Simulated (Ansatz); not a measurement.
GaN at 30 GPa: from Born charge to LO–TO splitting and polaron coupling

The calculation used DFT PBE, scalar-relativistic, plane waves, PAW (Ansatz). Plane waves to 420 eV; Γ-centred k mesh 10×10×10; fixed occupations. No spin polarisation. Phonons by linear response, acoustic sum rule imposed.

The cell, relaxed at 30 GPa:
Space group F-43m (No. 216). a = 4.354 Å, b = 4.354 Å, c = 4.354 Å, α = 90.00°, β = 90.00°, γ = 90.00°
```csv
atom,site,symmetry,x,y,z
Ga,4a,-43m,0.0000,0.0000,0.0000
N,4c,-43m,0.2500,0.2500,0.2500
```

Other phases may be more stable at this pressure.

Linear response gives ν_TO = 625.8 cm⁻¹, Born charges ±2.619 e (positive on Ga) and ε∞ = 5.453. The primitive cell holds 20.641 Å³, and the masses are 69.723 and 14.007 amu.

Task: Find ν_LO and the static dielectric constant.

Result: The long-wave field adds a restoring force: ω_LO² − ω_TO² = Z*²e²/(ε_vac ε∞ μV). In these units ν_LO² − ν_TO² = 4.92064×10⁷ Z*²/(μ V ε∞) cm⁻², with μ = m₁m₂/(m₁ + m₂) = 11.664 amu: 257066 cm⁻². So ν_LO = √(625.8² + 257066) = 805.4 cm⁻¹, and the run gives 805.4. Lyddane–Sachs–Teller then gives ε0 = ε∞ (ν_LO/ν_TO)² = 9.03, against 9.03 in the run (it forms both from the same three quantities, so the match checks the arithmetic only). Between ν_TO and ν_LO the dielectric function is negative and an undamped crystal reflects fully: a reststrahlen band from 12.4 to 16.0 μm.

Task: What do the Clausius–Mossotti polarisability and the Szigeti charge come to?

Result: With the Lorentz local field, α = (3V/4π)(ε∞ − 1)/(ε∞ + 2) = 2.94 Å³ for the pair, and e_S = 3Z*/(ε∞ + 2) = 1.05 e. The Born charge includes the electrons' response to the dipole's own local field, and e_S takes that enhancement out. The Lorentz field assumes point-like polarisable ions, a poor picture once ε∞ is this large, since the electron clouds then overlap or are shared, so both numbers are formal here.

Task: How strongly does a slow electron couple to the LO mode?

Result: For one isotropic parabolic band, Fröhlich's constant is α_F = (1/ε∞ − 1/ε0) √(m* Ry/ħω_LO), with Ry = 13.606 eV, ħω_LO = 99.9 meV and m* in free-electron masses: α_F = 0.0727 × 11.67 × √m* = 0.85 √m*. The band mass isn't part of this run; for m* = 0.1, 0.3 and 1 it gives 0.27, 0.46, 0.85. In weak coupling the polaron lies α_F ħω_LO below the band edge (46 meV at m* = 0.3) with a mass m*(1 + α_F/6); past α_F of about 5 or 6 that expansion fails. A semilocal functional's ε∞ tends to be too large, which taken alone lowers α_F.

This zinc-blende form isn't the usual stable structure of the compound at low pressure.

Cost: 1 run of about 1.8 core-minutes, on AMD EPYC 7571 (shared hosts).